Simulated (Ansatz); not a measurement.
## Defect calculation, host CdTe

Theory: DFT PBE, scalar-relativistic, plane waves, PAW (Ansatz 0.2.0). Settings: 420 eV cutoff, 2×2×2 k-mesh, shifted by half a step, Gaussian smearing of 0.01 eV, collinear spin in charge +1 alone.

Host crystal, relaxed:

```cif
data_structure
_symmetry_space_group_name_H-M 'P 1'
_symmetry_Int_Tables_number 1
_cell_length_a 4.6805
_cell_length_b 4.6805
_cell_length_c 4.6805
_cell_angle_alpha 60.000
_cell_angle_beta 60.000
_cell_angle_gamma 60.000
_cell_volume 72.51
loop_
_atom_site_label
_atom_site_type_symbol
_atom_site_fract_x
_atom_site_fract_y
_atom_site_fract_z
_atom_site_occupancy
Cd1 Cd 0.00000 0.00000 0.00000 1
Te1 Te 0.25000 0.25000 0.25000 1
```

Supercell of 32 atoms, rows in host cell vectors: 3 -1 -1; -1 3 -1; -1 -1 3. Atoms relax at the host's cell, keeping the symmetry that the supercell leaves at the site. The cell is small, so energies carry finite-size errors of tenths of an eV. The host's Kohn–Sham gap is 0.58 eV. Atoms are taken from and returned to the elements' standard states. Charged cells are corrected for image charges with the computed static dielectric tensor (mean 12.6) and aligned with the host's potential at far atoms (alignment terms reach 0.49 eV). No band-filling term is added, and the Fermi level counts from the host's valence band top.

Spin-orbit coupling is left out, which matters for the bands and energies of heavy elements.

The defect is an interstitial at (0.750, 0.750, 0.750) of the host cell.

| charge | E_f at the valence band top (eV) | over the neutral state (eV) | moment (μB) | largest move (Å) | atoms near the site |
| --- | --- | --- | --- | --- | --- |
| +2 | 0.24 | -1.45 | 0.00 | 0.23 | 4 Cd at 3.09 Å, 6 Te at 3.25 Å |
| +1 | 0.78 | -0.91 | 0.50 | 0.16 | 4 Cd at 3.03 Å, 6 Te at 3.33 Å |
| 0 | 1.69 | 0.00 | 0.00 | 0.10 | 4 Cd at 2.96 Å, 6 Te at 3.41 Å |

Among the charges computed the stable one is +2 at the valence band top, changing to +1 at 0.54 eV. In charge 0 the extra carrier would gain by moving to a band edge of the host, so it isn't bound in the gap, though by less than the errors named above. In charge +1 the cell has partly filled bands: a level of the defect may be part filled, the carrier may sit in the host's bands, or levels may cross between the k points, so transitions that involve it are doubtful. Other sites of the defect weren't tried. Fractional moments come from partly filled bands of the small cell.

**Question.** Which element is it? Judge by the nearest distance in charge 0 and covalent radii.
A. Ca
B. Be
C. Cd
D. Al
E. C

**Answer.** C. The nearest neighbour is Cd at 2.96 Å, and the summed covalent radii with Cd are 2.65 Å for Al, 2.40 Å for Be, 2.20 Å for C, 3.20 Å for Ca, 2.88 Å for Cd, so Cd fits best. Bonds can miss such sums by a tenth of an ångström or more.